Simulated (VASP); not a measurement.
Here is a VASP 6.6.1 calculation.

Contents of INCAR:

```
SYSTEM = H12CO8
PREC = Accurate
ENCUT = 520
EDIFF = 1E-6
ISMEAR = -1
SIGMA = 0.02
LREAL = Auto
LASPH = .TRUE.
NELM = 100
ALGO = Normal
ISIF = 2
LWAVE = .FALSE.
LCHARG = .FALSE.
GGA = PE
IVDW = 12
NBANDS = 48
```

The input KPOINTS:

```
regular mesh
0
G
  1 1 1
  0 0 0
```

POSCAR

```
H12CO8
1.0
    6.2658270000      0.0000000000      0.0000000000
    0.0000000000      6.2658270000      0.0000000000
    0.0000000000      0.0000000000      6.2658270000
O H C
8 12 1
Direct
    0.3680599544      0.6615567267     -0.2913901070
    0.7681986751      0.0685304589      0.5058709728
    0.3694803575      0.8058632963      0.3576543049
    0.3701825793      0.2633810349      0.2379733753
    0.0886076172      0.2441976135      0.7085257860
    0.7649269602      0.4920818912      0.5693901220
    0.6795272196      0.9479355239      0.9920158983
    0.8431608469      0.6235250351      1.0107364918
    0.3329329073      0.5621125511     -0.1704483702
    0.4501401012      0.7772318004     -0.2293871184
    0.8407349900     -0.0033515129      0.3885520618
    0.8407349900      0.2063893561      0.4458788920
    0.3084668632      0.8798359738      0.4778140220
    0.3805243905      0.6648124821      0.3975692275
    0.4570346420      0.3642296540      0.3270119012
    0.2226362139      0.3025298975      0.2835699102
    0.0296529093      0.1405720266      0.6089539338
    0.0042931284      0.3854718619      0.6987425602
    0.6606470303      0.5112174339      0.6814104507
    0.7885631059      0.6399314887      0.5183992472
    0.7819717972      0.7924412851      0.9761999493
```

Potentials or basis: VASP PAW PBE potentials, release 64 (O, H, C).

Command:

```bash
$ cat potpaw_PBE.64/O/POTCAR potpaw_PBE.64/H/POTCAR potpaw_PBE.64/C/POTCAR > POTCAR
$ mpirun -np 1 vasp_gam > vasp.out
```

Question: Estimate the pressure.

Answer: 2.3 GPa.

Question: Predict the band gap on the k mesh.

Answer: 3.22 eV, direct.

Question: Estimate the dispersion energy per atom.

Answer: -0.035 eV.

Forces in eV/Å, atoms in the order of the input:
```
O   -0.252 -1.704  2.138
O    2.128  1.754 -2.298
O   -0.126  2.784 -2.369
O   -0.448  1.568  0.822
O    0.694  1.978  0.692
O    0.624  1.408 -0.833
O    0.119  1.356 -1.093
O    2.366 -3.408 -0.198
H    0.157  0.749 -0.825
H   -0.143  0.386  0.316
H   -0.655 -1.486 -0.243
H   -2.089 -0.838  1.654
H    0.089  0.031  0.046
H   -0.049 -2.328  1.072
H   -0.435 -1.100 -0.589
H    0.973 -0.307 -0.359
H   -0.431  0.296  0.502
H    0.610 -2.304 -0.294
H   -0.660 -0.178  0.146
H   -0.207 -0.861  0.157
C   -2.264  2.202  1.555
```

Caveat: the standard files for N, O and F lose accuracy on very short bonds. PBE gaps usually lie below the measured ones, often by a third to a half.
